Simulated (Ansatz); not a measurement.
An input for Ansatz 0.2.0 (MoBr3 (honeycomb trihalide sheet)):

```yaml
crystal:
  lattice:
    - [-2.45280825, 4.9056165, -2.45280825]
    - [-2.45280825, -2.45280825, 4.9056165]
    - [17.23921716, 17.23921716, 17.23921716]
  atoms:
    - { symbol: Mo, position: [0.3333333333, 0.6666666667, 0.3186555567] }
    - { symbol: Mo, position: [0.6666666667, 0.3333333333, 0.3186555567] }
    - { symbol: Br, position: [0.3224419723, 0.0, 0.3716946409] }
    - { symbol: Br, position: [0.0, 0.3224419723, 0.3716946409] }
    - { symbol: Br, position: [0.6775580277, 0.6775580277, 0.3716946409] }
    - { symbol: Br, position: [0.6775580277, 0.0, 0.2656164726] }
    - { symbol: Br, position: [0.0, 0.6775580277, 0.2656164726] }
    - { symbol: Br, position: [0.3224419723, 0.3224419723, 0.2656164726] }
  periodic: [true, true, false]
kpoints:
  mp_grid: { grid: [6, 6, 1] }
  band_path:
    path:
      - [0.0, 0.0, 0.0]
      - [0.5, 0.0, 0.0]
      - [0.33333333, 0.33333333, 0.0]
      - [0.0, 0.0, 0.0]
    npoints: 10
hamiltonian:
  xc: pbe
scf:
  occupations: { method: gaussian, width: 0.08 }
  n_extra_bands: 24
  max_iter: 150
  lower_state_search: "off"
output:
  eigenvalues: true
  forces: true
  stress: true
  fatbands: true
  write_density: true
  write_potential: true
  elf: true
  volumetric_format: npy
```

```sh
ansatz run input.yaml --threads 8 --pin off --max-ram 14745MiB --backend cpu --events-out ev --progress --plain --runs-dir out
```

Q: Estimate wall time and host memory on 8 threads of Arm Neoverse V2, shared host.

It took 24 s; on shared hardware allow 12 s to 48 s. Peak host memory was 2.5 GiB. The sizes that set the cost: 18129 plane waves a state, 7 irreducible k points and 9 SCF cycles.

[Paths, hosts, dates, memory and timing lines, banners, echoed tables and standing remarks are left out of the program output.]

[Logs are printed without paths, hosts, clocks, repeated set-up lines and the standing remarks that a program may print on its own settings, such as how far it seeks lower states.]

[Runs of the session that timed out or met a known fault of the program may be left out.]

[Hosts, paths, dates, database ids (printed as entryN), source tags and the programs' standing remarks are cut or masked in the printed files.]
